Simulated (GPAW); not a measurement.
The system is MnO.

```
Mn O
1.0
     0.00000    2.22200    2.22200
     2.22200    0.00000    2.22200
     2.22200    2.22200    0.00000
Mn O
1 1
Direct
  0.00000 0.00000 0.00000
  0.50000 0.50000 0.50000
```

Base run:

- Program: GPAW 26.7.0
- Functional: r2SCAN
- Potentials or basis: GPAW PAW data sets (gpaw-data 1.2.1)
- Cutoff: 800 eV
- Basis: pw
- k mesh: 7 × 7 × 7
- Occupations: fermi-dirac, width 0.05 eV
- Spin: collinear spin, ferromagnetic start
- Starting moments: [4.0, 0.0] μB

Its results: band gap on the k mesh none (metal or under the smearing width); pressure 3.8 GPa; net moment 4.99 μB per cell; site moments Mn +4.44; O +0.20 μB.

Problem. The run is repeated on the same cell with these changes: hubbard terms from none to Mn d U = 8 eV. What comes out?

Solution. Band gap on the k mesh 1.76 eV, indirect (least direct gap 3.34 eV); pressure 9.2 GPa; net moment 5.00 μB per cell; site moments Mn +4.65; O +0.09 μB.

The U term pushes filled and empty states of the shell apart.

Caveats: the PAW data sets were made with another functional, which shifts forces and pressure a little; a cell with one magnetic atom can't hold antiferromagnetic order, which such compounds often take; semilocal functionals often make such compounds metallic where correlation or magnetic order opens a gap, which also shifts bond lengths (some runs); an odd mesh through Γ misses points on the zone boundary, where band edges often lie (some runs).
